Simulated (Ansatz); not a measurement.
# C: the cost of one run

Method: DFT PBE+D3(BJ), scalar-relativistic, plane waves, PAW, in Ansatz 0.2.0.

1 further run of the same task is left out (set aside as unsound or not needed).

### 1 Starting point

The structure is hexagonal, space group P6/mmm (No. 191). Conventional cell: a = 2.466 Å, b = 2.466 Å, c = 17.500 Å, α = 90.00°, β = 90.00°, γ = 120.00°. C (site symmetry 3m) is surrounded by 3 C at 1.42 Å.

Coordinates:

```xyz
4
Lattice="2.4657 0.0000 0.0000 -1.2328 2.1353 0.0000 0.0000 0.0000 17.5001" Properties=species:S:1:pos:R:3 pbc="T T T"
C     1.2328    0.7118    4.5000
C     0.0000    1.4235    4.5000
C     1.2328    0.7118    7.9100
C     0.0000    1.4235    7.9100
```

This is the geometry at the first point of the grid.

### 3 Setting up the map

Atoms count from 1 in the order of the input.

The upper layer of a bilayer is slid over the lower one; relaxed at each slide: nothing; the origin of the map has C3 above C1; the distance between the facing planes is held at 3.41 Å.

The axes are (1) slide of the upper layer along the first cell vector, from C3 above C1: 6 values from 0.000 to 0.833, periodic; (2) slide of the upper layer along the second cell vector, from C3 above C1: 6 values from 0.000 to 0.833, periodic.

Nothing else is relaxed. Points are written as (first, second).

The two vectors of the plane (Å): (2.466, 0.000, 0.000); (-1.233, 2.135, 0.000).

(The set-up runs are not shown.)

### 4 Point (0/6, 0/6) of the map's two axes

Contents of input.yaml:

```yaml
crystal:
  lattice:
    - [2.4656524412, 0.0, 0.0]
    - [-1.2328262206, 2.135317651, 0.0]
    - [0.0, 0.0, 17.5000663888]
  atoms:
    - { symbol: C, position: [0.6666666667, 0.3333333333, 0.2571437785] }
    - { symbol: C, position: [0.3333333333, 0.6666666667, 0.2571418816] }
    - { symbol: C, position: [0.6666666667, 0.3333333333, 0.4520020789] }
    - { symbol: C, position: [0.3333333333, 0.6666666667, 0.4520001821] }
basis:
  ecutwfc: 420
kpoints:
  mp_grid: { grid: [15, 15, 1] }
hamiltonian:
  xc: pbe
  pseudopotentials: { kind: paw, azcp: { folder: soft_1 } }
  dispersion: d3bj
scf:
  occupations: { method: gaussian, width: 0.1 }
output:
  forces: true
  eigenvalues: true
efield:
  axis: 3
  dipole_correction: true
  ramp_width: 0.04
```

The run is started by

```
$ ansatz run input.yaml --threads 1 --pin off --max-ram 3072MiB --backend cpu --events-out ev --progress --plain --runs-dir out
```

What time and memory should one allow on 1 thread of Intel Xeon Platinum 8259CL at 2.50GHz (Skylake/Cascade Lake), shared host?

About 4.2 s, with a peak of 0.38 GiB.
